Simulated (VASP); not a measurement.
# Ir (I4/mmm) in VASP: single point with PBEsol

Aim: the single point of Ir with PBEsol.

Everything below comes from runs of VASP 6.6.1. Logs are shortened: lines on timing, memory, paths and dates and some standing lists are left out, and cuts for length are marked.

### 1 The cell of the first run

Symmetry: I4/mmm, No. 139, tetragonal system. Conventional cell: a = 2.606 Å, b = 2.606 Å, c = 3.532 Å, α = 90.00°, β = 90.00°, γ = 90.00°. Ir (site symmetry 4/mmm) has 12 Ir at 2.55 to 2.61 Å as nearest neighbours.

### 2 Single point, PBEsol (strain -0.040 along x and y, -0.080 along z, atoms carried along)

Contents of INCAR:

```
  PREC = Accurate
  ENCUT = 520
  EDIFF = 1E-6
  ISMEAR = 0
  SIGMA = 0.15
  LREAL = F
  LASPH = T
  NELM = 100
  ALGO = Normal
  ISIF = 2
  LWAVE = F
  LCHARG = F
  GGA = PS
  NBANDS = 10
```

Contents of KPOINTS:

```
regular mesh
0
Gamma
  22 22 22
```

Contents of POSCAR:

```
Ir
1.0
    0.0000000000      1.8429120000      1.7661240000
    1.8429120000      0.0000000000      1.7661240000
    1.8429120000      1.8429120000      0.0000000000
Ir
1
Direct
    0.0000000000      0.0000000000      0.0000000000
```

Potentials or basis: VASP PAW PBE potentials, release 64 (Ir).

On the command line:

```console
> cat potpaw_PBE.64/Ir/POTCAR > POTCAR
> mpirun -np 1 vasp_std > vasp.out
```

OUTCAR:

```text
PREC = Accurate
   ENCUT = 520
   EDIFF = 1E-6
   ISMEAR = 0
   LREAL = F
   LASPH = T
   NELM = 100
   ISIF = 2
   GGA = PS

 ion  position               nearest neighbor table
   1  0.000  0.000  0.000-

  LATTYP: Found a body centered tetragonal cell.
 ALAT       =     2.6062711447
 C/A-ratio  =     1.3552879973

  Lattice vectors:

 A1 = (   0.0000000000,  -1.8429120000,  -1.7661240000)
 A2 = (   0.0000000000,   1.8429120000,  -1.7661240000)
 A3 = (   1.8429120000,   0.0000000000,   1.7661240000)

Analysis of symmetry for initial positions (statically):
=====================================================================
 Subroutine PRICEL returns:
 Original cell was already a primitive cell.

 Routine SETGRP: Setting up the symmetry group for a
 body centered tetragonal supercell.

 Subroutine GETGRP returns: Found 16 space group operations
 (whereof 16 operations were pure point group operations)
 out of a pool of 16 trial point group operations.

The static configuration has the point symmetry D_4h.

Analysis of symmetry for dynamics (positions and initial velocities):
=====================================================================
 Subroutine PRICEL returns:
 Original cell was already a primitive cell.

 Routine SETGRP: Setting up the symmetry group for a
 body centered tetragonal supercell.

 Subroutine GETGRP returns: Found 16 space group operations
 (whereof 16 operations were pure point group operations)
 out of a pool of 16 trial point group operations.

The dynamic configuration has the point symmetry D_4h.

 Subroutine INISYM returns: Found 16 space group operations
 (whereof 16 operations are pure point group operations),
 and found     1 'primitive' translations

----------------------------------------------------------------------------------------

                                     Primitive cell

  volume of cell :      11.9967

  direct lattice vectors                    reciprocal lattice vectors
     0.000000000  1.842912000  1.766124000    -0.271309753  0.271309753  0.283105829
     1.842912000  0.000000000  1.766124000     0.271309753 -0.271309753  0.283105829
     1.842912000  1.842912000  0.000000000     0.271309753  0.271309753 -0.283105829

  length of vectors
     2.552551395  2.552551395  2.606271145     0.476830027  0.476830027  0.476830027

  position of ions in fractional coordinates (direct lattice)
     0.000000000  0.000000000  0.000000000

  ion indices of the primitive-cell ions
   primitive index   ion index
                 1           1

----------------------------------------------------------------------------------------

 KPOINTS: regular mesh

Automatic generation of k-mesh.
 Grid dimensions read from file:
 generate k-points for:   22   22   22

 Generating k-lattice:

  Cartesian coordinates                     Fractional coordinates (reciprocal lattice)
    -0.012332262  0.012332262  0.012868447     0.045454545 -0.000000000  0.000000000
     0.012332262 -0.012332262  0.012868447    -0.000000000  0.045454545  0.000000000
     0.012332262  0.012332262 -0.012868447     0.000000000  0.000000000  0.045454545

  Length of vectors
     0.021674092  0.021674092  0.021674092

  Shift w.r.t. Gamma in fractional coordinates (k-lattice)
     0.000000000  0.000000000  0.000000000

 Subroutine IBZKPT returns following result:
 ===========================================

 Found    834 irreducible k-points:

 Following reciprocal coordinates:
            Coordinates               Weight
  0.000000  0.000000  0.000000      1.000000
  0.045455 -0.000000  0.000000      8.000000
  0.090909 -0.000000  0.000000      8.000000
  0.136364 -0.000000  0.000000      8.000000
  0.181818 -0.000000  0.000000      8.000000
  0.227273 -0.000000  0.000000      8.000000
[... 16 lines left out ...]
  0.500000  0.045455  0.000000      8.000000
 -0.454545  0.045455  0.000000      8.000000
 [... further k-points ...]
   k-points           NKPTS =    834   k-points in BZ     NKDIM =    834   number of bands    NBANDS=     10
   number of dos      NEDOS =    301   number of ions     NIONS =      1
   total plane-waves  NPLWV =   8000
   dimension x,y,z NGX =    20 NGY =   20 NGZ =   20
   dimension x,y,z NGXF=    40 NGYF=   40 NGZF=   40
   ions per type =               1
   NGX,Y,Z   is equivalent  to a cutoff of  13.03, 13.03, 12.76 a.u.
   NGXF,Y,Z  is equivalent  to a cutoff of  26.05, 26.05, 25.51 a.u.
 SYSTEM =  unknown system
   PREC   = accura    normal or accurate (medium, high low for compatibility)
   ISTART =      0    job   : 0-new  1-cont  2-samecut
   ICHARG =      2    charge: 1-file 2-atom 10-const
   ISPIN  =      1    spin polarized calculation?
   LNONCOLLINEAR =      F non collinear calculations
   LSORBIT =      F    spin-orbit coupling
   LASPH  =      T    aspherical Exc in radial PAW
   ENCUT  =  520.0 eV  38.22 Ry    6.18 a.u.   4.75  4.75  4.85*2*pi/ulx,y,z
   NELM   =    100;   NELMIN=  2; NELMDL= -5     # of ELM steps
   EDIFF  = 0.1E-05   stopping-criterion for ELM
   LREAL  =      F    real-space projection
   EDIFFG = 0.1E-04   stopping-criterion for IOM
   NSW    =      0    number of steps for IOM
   IBRION =     -1    ionic relax: 0-MD 1-quasi-New 2-CG
   NFREE  =      0    steps in history (QN), initial steepest desc. (CG)
   ISIF   =      2    stress and relaxation
   ISYM   =      2    0-nonsym 1-usesym 2-fastsym
   POTIM  = 0.5000    time-step for ionic-motion
   TEBEG  =    0.0;   TEEND  =   0.0 temperature during run
   PSTRESS=    0.0 pullay stress
   NELECT =       9.0000    total number of electrons
   NUPDOWN=      -1.0000    fix difference up-down
   EMIN   =  10.00;   EMAX   =-10.00  energy-range for DOS
   EFERMI =   0.00;   METHOD = LEGACY
   ISMEAR =     0;   SIGMA  =   0.15  broadening in eV -4-tet -1-fermi 0-gaus
   EFERMI_NEDOS =   21; number of points for ismear=-14 and -15
   IALGO  =     38    algorithm
   IMIX   =      4    mixing-type and parameters
     AMIX     =   0.40;   BMIX     =  1.00
     AMIX_MAG =   1.60;   BMIX_MAG =  1.00
  volume/ion in A,a.u.               =      12.00        80.96
  Fermi-wavevector in a.u.,A,eV,Ry     =   1.487541  2.811044 30.106666  2.212777
  Thomas-Fermi vector in A             =   2.600688
   LORBIT       =      0    0 simple, 1 ext, 2 COOP (PROOUT), +10 PAW based schemes
   GGA     = PS    functional components
   LHFCALC =     F    Hartree Fock is set to
   AEXX    =    0.0000 exact exchange contribution
   IVDW    =     0    specifies the selected vdW correction
   LEPSILON=     F    determine dielectric tensor
   LRPA    =     F    only Hartree local field effects (RPA)
 non-spin polarized calculation
 Gauss-broadening in eV      SIGMA  =   0.15
  energy-cutoff  :      520.00
  volume of cell :       12.00
 maximum number of plane-waves:       338
   NGX =  9   NGY =  9   NGZ =  9

 number of electron       9.0000000 magnetization

 Free energy of the ion-electron system (eV)
  ---------------------------------------------------
  ext. energy  EPLUGINS =         0.00000000
  ---------------------------------------------------
  free energy    TOTEN  =        -9.27369729 eV

  energy without entropy =       -9.26449781  energy(sigma->0) =       -9.26909755

 E-fermi :  13.3325     XC(G=0): -15.0846

 val. band max:       13.3314745360   @ k =   0.3182   0.1364   0.0000
 cond. band min:      13.3360814776   @ k =  -0.1818   0.0455   0.1364
 fundamental gap:      0.0046069416
 Fermi energy:        13.3325249741

 k-point     1 :       0.0000    0.0000    0.0000
  band No.  band energies     occupation
      1       0.2987      2.00000
      2       8.1453      2.00000
      3       8.1453      2.00000
      4       8.8087      2.00000
      5      11.3876      2.00000
      6      12.3047      2.00000
      7      27.2506      0.00000
      8      33.2472      0.00000
      9      33.2472      0.00000
     10      35.0498      0.00000

 k-point     2 :       0.0455   -0.0000    0.0000
  band No.  band energies     occupation
      1       0.4100      2.00000
      2       8.1219      2.00000
      3       8.1962      2.00000
      4       8.8157      2.00000
      5      11.3577      2.00000
      6      12.2577      2.00000
      7      27.4575      0.00000
      8      32.9465      0.00000
      9      33.4372      0.00000
     10      34.9392      0.00000

 k-point     3 :       0.0909   -0.0000    0.0000
  band No.  band energies     occupation
      1       0.7347      2.00000
      2       8.0209      2.00000
      3       8.3333      2.00000
      4       8.8786      2.00000
      5      11.2900      2.00000
      6      12.1353      2.00000
      7      28.0424      0.00000
      8      31.9855      0.00000
      9      33.9962      0.00000
     10      35.2474      0.00000

 k-point     4 :       0.1364   -0.0000    0.0000
  band No.  band energies     occupation
      1       1.2418      2.00000
      2       7.8417      2.00000
      3       8.5062      2.00000
      4       9.0235      2.00000
      5      11.2516      2.00000
      6      11.9937      2.00000
      7      28.8572      0.00000
      8      30.8201      0.00000
      9      34.8929      0.00000
     10      36.0834      0.00000

 k-point     5 :       0.1818   -0.0000    0.0000
  band No.  band energies     occupation
      1       1.8698      2.00000
      2       7.6787      2.00000
      3       8.6280      2.00000
      4       9.1833      2.00000
      5      11.3480      2.00000
      6      11.9249      2.00000
      7      29.0216      0.00000
      8      30.4499      0.00000
      9      36.0815      0.00000
     10      37.2692      0.00000

 k-point     6 :       0.2273   -0.0000    0.0000
  band No.  band energies     occupation
      1       2.5113      2.00000
      2       7.6747      2.00000
      3       8.6230      2.00000
      4       9.2578      2.00000
      5      11.6680      2.00000
      6      12.0342      2.00000
      7      28.0339      0.00000
      8      31.1150      0.00000
      9      37.5032      0.00000
     10      38.6658      0.00000

 k-point     7 :       0.2727    0.0000    0.0000
  band No.  band energies     occupation
      1       3.0197      2.00000
      2       7.9882      2.00000
      3       8.4960      2.00000
      4       9.2007      2.00000
      5      12.2056      2.00000
      6      12.3654      2.00000
      7      26.9775      0.00000
      8      31.1322      0.00000
      9      39.0467      0.00000
     10      39.1894      0.00000

 k-point     8 :       0.3182   -0.0000    0.0000
  band No.  band energies     occupation
      1       3.2955      2.00000
      2       8.3085      2.00000
      3       8.6935      2.00000
      4       9.0615      2.00000
      5      12.8594      1.99999
      6      12.8791      1.99998
      7      25.9587      0.00000
      8      30.1383      0.00000
      9      38.6344      0.00000
     10      38.8389      0.00000

 k-point     9 :       0.3636   -0.0000    0.0000
  band No.  band energies     occupation
      1       3.3731      2.00000
      2       8.1175      2.00000
      3       8.8629      2.00000
      4       9.7472      2.00000
      5      13.4106      0.46179
      6      13.5862      0.01677
      7      24.9263      0.00000
      8      28.7687      0.00000
      9      36.8917      0.00000
     10      37.2895      0.00000
[... 118 lines left out ...]
 k-point    19 :       0.3182    0.0455    0.0000
  band No.  band energies     occupation
      1       3.3405      2.00000
      2       8.2579      2.00000
      3       8.4755      2.00000
      4       9.0517      2.00000
      5      12.4424      2.00000
      6      13.0598      1.98987
      7      26.3507      0.00000
      8      30.6733      0.00000
      9      37.8207      0.00000
     10      38.8466      0.00000

 k-point    20 :       0.3636    0.0455    0.0000
  band No.  band energies     occupation
      1       3.4649      2.00000
      2       8.2853      2.00000
      3       8.8373      2.00000
      4       9.1540      2.00000
      5      13.1302      1.94357
      6      13.7271      0.00020
      7      25.3074      0.00000
      8      29.3531      0.00000
      9      36.5148      0.00000
     10      38.0071      0.00000

 k-point    21 :       0.4091    0.0455    0.0000
  band No.  band energies     occupation
      1       3.4611      2.00000
      2       8.1128      2.00000
      3       8.6598      2.00000
      4      10.1886      2.00000
      5      13.8493      0.00000
      6      14.3176      0.00000
      7      24.1928      0.00000
      8      28.1395      0.00000
      9      35.2524      0.00000
     10      36.6211      0.00000

 k-point    22 :       0.4545    0.0455    0.0000
  band No.  band energies     occupation
      1       3.4207      2.00000
      2       7.9853      2.00000
      3       8.5271      2.00000
      4      11.1303      2.00000
      5      14.4817      0.00000
      6      14.7155      0.00000
      7      23.1238      0.00000
      8      27.3614      0.00000
      9      34.4258      0.00000
     10      35.5105      0.00000

 k-point    23 :       0.5000    0.0455    0.0000
  band No.  band energies     occupation
      1       3.3950      2.00000
      2       7.9189      2.00000
      3       8.4620      2.00000
      4      11.6852      2.00000
      5      14.8263      0.00000
      6      14.8643      0.00000
      7      22.4944      0.00000
      8      27.0298      0.00000
      9      34.1766      0.00000
     10      34.8575      0.00000

 k-point    24 :      -0.4545    0.0455    0.0000
  band No.  band energies     occupation
      1       3.4031      2.00000
      2       7.9215      2.00000
      3       8.4712      2.00000
      4      11.6211      2.00000
      5      14.6148      0.00000
      6      14.8702      0.00000
      7      22.6663      0.00000
      8      27.0889      0.00000
      9      34.5533      0.00000
     10      34.7391      0.00000

 [... further k-points ...]
[... 5 lines left out ...]
  --------------------------------------------------------------------------------------
  -------------------------------------------------------------------------------------
  Total        6.4565315      6.4565315      8.2542956      0.0000000      0.0000000     -0.0000000
  in kB      862.2823082    862.2823082   1102.3771820      0.0000000      0.0000000     -0.0000000
  external PRESSURE =     942.3139328 kB  Pullay stress =       0.0000000 kB

 VOLUME and BASIS-vectors are now :
 -----------------------------------------------------------------------------
  energy-cutoff  :      520.00
  volume of cell :       12.00
      direct lattice vectors                 reciprocal lattice vectors
     0.000000000  1.842912000  1.766124000    -0.271309753  0.271309753  0.283105829
     1.842912000  0.000000000  1.766124000     0.271309753 -0.271309753  0.283105829
     1.842912000  1.842912000  0.000000000     0.271309753  0.271309753 -0.283105829

 POSITION                                       TOTAL-FORCE (eV/Angst)
 -----------------------------------------------------------------------------------
      0.00000      0.00000      0.00000        -0.000000      0.000000      0.000000
 -----------------------------------------------------------------------------------
    total drift:                                0.000000      0.000000      0.000000

  FREE ENERGIE OF THE ION-ELECTRON SYSTEM (eV)
  ---------------------------------------------------
  free  energy   TOTEN  =        -9.2736972852 eV

  energy  without entropy=       -9.2644978131  energy(sigma->0) =       -9.26909755
```

Run time: 71 s. Hardware: 1 thread of Intel Xeon Platinum 8259CL at 2.50GHz (Skylake/Cascade Lake), shared host; peak memory 0.22 GiB.

What came out:

- Free energy: -9.2737 eV
- Pressure: 94.2 GPa
- Band gap on the k mesh: none (metal or under the smearing width)

Stress tensor (GPa, compression positive):
```
 86.23   0.00   0.00
  0.00  86.23   0.00
  0.00   0.00 110.24
```

Levels at points of the mesh, in eV from the Fermi level:
```tsv
k point	band 1	band 2	band 3	band 4	band 5	band 6	band 7	band 8
(0.00, 0.00, 0.00)	-13.03	-5.19	-5.19	-4.52	-1.94	-1.03	13.92	19.91
(0.50, 0.00, 0.00)	-10.03	-5.51	-4.75	-1.15	1.05	1.49	9.18	13.44
(0.50, 0.50, 0.00)	-10.03	-9.42	1.22	2.08	2.08	2.48	11.99	11.99
(0.50, 0.00, 0.50)	-10.06	-9.32	1.24	1.43	1.68	2.36	12.41	12.60
```

Caveat: the cell as given lies far from equilibrium; so large a pressure means that the cell lies far from this level's equilibrium, or that cutoff or potentials fall short; the potentials were made for another functional, which shifts forces and pressure.
